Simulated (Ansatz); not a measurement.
Space group P3_221 (No. 154). a = 4.498 Å, b = 4.498 Å, c = 4.996 Å, α = 90.00°, β = 90.00°, γ = 120.00°
```json
{"atom": "Se", "site": "3b", "symmetry": ".2.", "x": "0.2174", "y": "0.0000", "z": "0.1667"}
```

Equation of state of this Se structure (not necessarily the ground state), with shape and atoms relaxed at each volume where symmetry leaves them free. Theory: Ansatz 0.2.0, DFT r2SCAN, scalar-relativistic, plane waves, PAW.

Plane waves to 500 eV, a k mesh through Γ of 6×6×6 on the computed 3-atom cell and Gaussian smearing (0.02 eV); no spin polarisation.

```csv
V (Å³/atom),E − E(largest V) (meV/atom),P (GPa),gap on mesh (eV)
27.423,1.69,0.77,1.17
28.299,-1.19,0.37,1.26
29.174,-2.16,0.01,1.31
30.049,-1.63,-0.22,1.38
30.924,0.00,-0.39,1.46
```

Task: Fit a third-order Birch–Murnaghan equation to E(V).

Result: V0 = 29.27 Å³/atom, B0 = 9 GPa, B0' = 8.0.

The cell holds chains, and where no dispersion correction was added their binding is poorly described.